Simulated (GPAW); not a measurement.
A run of GPAW 26.7.0 is set up as follows.

run.py

```python
from ase.eos import EquationOfState
from ase.io import Trajectory, read
from ase.units import GPa
from gpaw import GPAW, PW, setup_paths

setup_paths.insert(0, '.')

atoms = read('InP.cif')

traj = Trajectory('eos.traj', 'w')
volumes, energies = [], []
for x in [0.94, 0.96, 0.98, 1.0, 1.02, 1.04, 1.06]:
    a = atoms.copy()
    a.set_cell(atoms.cell * x**(1 / 3), scale_atoms=True)
    calc = GPAW(mode=PW(600),
                xc='AM05',
                kpts={'size': (6, 6, 6), 'gamma': True},
                occupations={'name': 'fermi-dirac', 'width': 0.05},
                nbands=18,
                convergence={'density': 1e-05, 'energy': 1e-05},
                maxiter=150,
                txt=f'eos-{x:.2f}.txt')
    a.calc = calc
    energies.append(a.get_potential_energy(force_consistent=True))
    volumes.append(a.get_volume())
    p = -a.get_stress()[:3].mean() / GPa
    calc.write(f'eos-{x:.2f}.gpw')
    traj.write(a)
    print(f'{x:.2f} {volumes[-1]:10.4f} A^3 {energies[-1]:14.6f} eV {p:9.3f} GPa', flush=True)

v0, e0, B = EquationOfState(volumes, energies, eos='birchmurnaghan').fit()
print(f'V0 = {v0:.4f} A^3, E0 = {e0:.6f} eV, B0 = {B / GPa:.2f} GPa')
```

The input InP.cif:

```cif
data_InP
_cell_length_a 4.14435284
_cell_length_b 4.14435284
_cell_length_c 4.14435284
_cell_angle_alpha 60.00000000
_cell_angle_beta 60.00000000
_cell_angle_gamma 60.00000000
_space_group_name_H-M_alt 'P1'
_space_group_name_Hall 'P 1'
_space_group_IT_number 1
loop_
_space_group_symop_operation_xyz
'x,y,z'
loop_
_atom_site_label
_atom_site_type_symbol
_atom_site_symmetry_multiplicity
_atom_site_Wyckoff_symbol
_atom_site_fract_x
_atom_site_fract_y
_atom_site_fract_z
_atom_site_occupancy
In1 In 1 a 0.0000000000 0.0000000000 0.0000000000 1
P1 P 1 a 0.7500000000 0.7500000000 0.7500000000 1
```

Potentials or basis: PAW data sets generated in the run's folder for this functional, pw.

Command:

```console
$ gpaw-setup -f AM05 In P
$ OMP_NUM_THREADS=1 python run.py
```

Task: Estimate the bulk modulus.

Result: 66 GPa.

Task: Estimate the equilibrium volume.

Result: 25.42 Å³/atom.

Task: Predict the pressure derivative of the bulk modulus.

Result: 4.7.

Energy against volume, from the lowest point:
```csv
volume (Å³/atom),energy (meV/atom)
23.657,28.17
24.160,13.56
24.663,4.36
25.167,0.00
25.670,0.00
26.173,3.86
26.677,11.16
```

**Measured values to compare with.**

From a printed reference work, data compilation, for a bulk crystal of InP: bulk modulus 71 GPa.

A measured bulk modulus of InP is 71 GPa (a printed reference work, data compilation); the calculated 66 GPa misses it by -7.4 %. The fit is for a static lattice scaled at fixed shape and fixed fractional positions.
